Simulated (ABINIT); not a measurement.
The system is Te.

```xyz
3
Lattice="3.8203 -2.1482 0.0000 3.8203 2.1482 0.0000 -0.0943 0.0000 5.9761" Properties=species:S:1:pos:R:3 pbc="T T T"
Te    0.0000    0.0000    0.0000
Te    2.3324    0.0000    2.0248
Te    5.2139    0.0000    3.9513
```

This isn't the form of Te at room conditions, which is trigonal, of chains.

Base run:

```yaml
Program: ABINIT 10.8.3 (patched build)
Functional: LDA
Potentials_or_basis: PseudoDojo NC SR LDA v0.4.1 standard
Cutoff: 952 eV
k_mesh: 5 × 5 × 4
Occupations: fermi-dirac, width 0.05 eV
Spin: no spin polarisation
```

Its results: band gap on the k mesh none (metal or under the smearing width); pressure -2.9 GPa; largest force 0.015 eV/Å.

Q: The run is repeated on the same cell with these changes: functional from LDA to PBEsol; potentials or basis from PseudoDojo NC SR LDA v0.4.1 standard to PseudoDojo NC SR PBEsol v0.4.1 standard; cutoff from 952 eV to 925 eV. What comes out?

A: Band gap on the k mesh none (metal or under the smearing width); pressure -2.4 GPa; largest force 0.029 eV/Å.

Caveats: the cutoff is short for stress, so the pressure is rough (some runs).
